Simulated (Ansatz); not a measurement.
Crystal: Al.

```
Al
1.0
     0.00000    2.18116    2.18116
     2.18116    0.00000    2.18116
     2.18116    2.18116    0.00000
Al
1
Direct
  0.00000 0.00000 0.00000
```

The cell isn't the ideal one: volume scaled by 1.25.

```yaml
Program: Ansatz 0.2.0
Task: relaxation of cell and atoms
Functional: LDA
Potentials_or_basis: all-electron LAPW, relativistic spinors
Basis_error_allowed: 0.001 eV/atom
k_mesh: 8 × 8 × 8
Occupations: fermi-dirac, width 0.025 eV
Spin: spin-orbit coupling, no magnetisation
```

At the start: volume 20.75 Å³/atom.

Task: How do energy, volume and symmetry change on relaxing?

Result: Over 6 steps the energy falls by 249.1 meV/atom and the volume is 15.84 Å³/atom (-23.7 %); space group Fm-3m (No. 225, to 0.05 Å).

Step by step:
| step | energy change (eV) | largest force (eV/Å) | volume (Å³) |
| --- | --- | --- | --- |
| 1 | 0.0000 | 0.0000 | 20.75 |
| 2 | -0.1923 | 0.0000 | 17.86 |
| 3 | -0.2431 | 0.0000 | 15.26 |
| 4 | -0.2491 | 0.0000 | 15.82 |
| 5 | -0.2491 | 0.0000 | 15.84 |
| 6 | -0.2491 | 0.0000 | 15.84 |

Final structure:
```
Al
1.0
     0.00000    1.99327    1.99327
     1.99327    0.00000    1.99327
     1.99327    1.99327    0.00000
Al
1
Direct
  0.00000 0.00000 0.00000
```
